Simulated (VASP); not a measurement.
The system is CdF2.

```
Cd F
1.0
     0.00000    2.69400    2.69400
     2.69400    0.00000    2.69400
     2.69400    2.69400    0.00000
Cd F
1 2
Cartesian
  0.0000 0.0000 0.0000
  4.0410 4.0410 4.0410
  1.3470 1.3470 1.3470
```

Base run:

```yaml
Program: VASP 6.6.1
Functional: PBE0
Potentials_or_basis: VASP PAW PBE potentials, release 64 (Cd, F)
Cutoff: 520 eV
k_mesh: 6 × 6 × 6
Occupations: gaussian, width 0.02 eV
Spin: no spin polarisation
```

Its results: band gap on the k mesh 5.93 eV, indirect (least direct gap 6.49 eV); pressure 2.4 GPa.

Q: The run is repeated on the same cell with these changes: functional from PBE0 to HSE06. What comes out?

A: Band gap on the k mesh 5.21 eV, indirect (least direct gap 5.77 eV); pressure 2.6 GPa.

Caveats: the PAW data sets were made with another functional, which shifts forces and pressure a little.
